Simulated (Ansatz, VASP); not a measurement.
**AlN: VASP beside Ansatz**

Contents of INCAR:

```
SYSTEM = AlN
ALGO = Normal
EDIFF = 1E-7
ENCUT = 520
GGA = PE
ISIF = 2
ISMEAR = 0
LASPH = .TRUE.
LCHARG = .TRUE.
LELF = .TRUE.
LREAL = .FALSE.
LVHAR = .TRUE.
LWAVE = .FALSE.
NBANDS = 11
NELM = 60
PREC = Accurate
SIGMA = 0.05
```

The input KPOINTS:

```
k-points
0
G
  10 10 10
  0 0 0
```

POSCAR

```
AlN
1.0
    0.0000000000      2.1839935596      2.1839935596
    2.1839935596      0.0000000000      2.1839935596
    2.1839935596      2.1839935596      0.0000000000
Al N
1 1
Direct
    0.1030222818      0.1030222818     -0.1758700359
    0.7500000000      0.7500000000      0.7500000000
```

Input for Ansatz:

```yaml
crystal:
  lattice:
    - [0.0, 2.1839935596, 2.1839935596]
    - [2.1839935596, 0.0, 2.1839935596]
    - [2.1839935596, 2.1839935596, 0.0]
  atoms:
    - { symbol: Al, position: [0.1030222818, 0.1030222818, -0.1758700359] }
    - { symbol: "N", position: [0.75, 0.75, 0.75] }
basis:
  ecutwfc: 520.0
kpoints:
  mp_grid: { grid: [10, 10, 10] }
hamiltonian:
  xc: pbe
scf:
  occupations: { method: gaussian, width: 0.05 }
output:
  forces: true
  stress: true
  eigenvalues: true
```

Alike in both runs: task single point; functional PBE; k mesh 10 × 10 × 10; occupations gaussian, width 0.05 eV; no spin polarisation.

|  | VASP | Ansatz |
| --- | --- | --- |
| version | VASP 6.6.1 | Ansatz 0.2.0 |
| potentials or method | VASP PAW PBE potentials, release 64 (Al, N) | scalar-relativistic, plane waves, PAW |
| plane-wave cutoff (eV) | 520 | 520 |
| valence electrons in the cell | 8 | 8 |

Ansatz gave:

* gap on the k mesh at the Fermi level (eV): 2.12
* least direct gap on the mesh (eV): 2.57
* pressure (GPa): 25.3
* largest component of the traceless stress (GPa): 32.64
* rms of the force components (eV/Å): 2.663

Q: Which values does VASP return?

A: gap on the k mesh at the Fermi level (eV): 2.10; least direct gap on the mesh (eV): 2.58; pressure (GPa): 25.4; largest component of the traceless stress (GPa): 32.95; rms of the force components (eV/Å): 2.681.

Atom by atom the forces differ by 0.018 eV/Å (rms over components).

Caveats: so large a pressure means that the cell lies far from this level's equilibrium, or that cutoff or potentials fall short (VASP); forces of over 1 eV/Å show positions far from the minimum, so gaps and moduli don't describe the material at rest. A k mesh can miss the band edges.
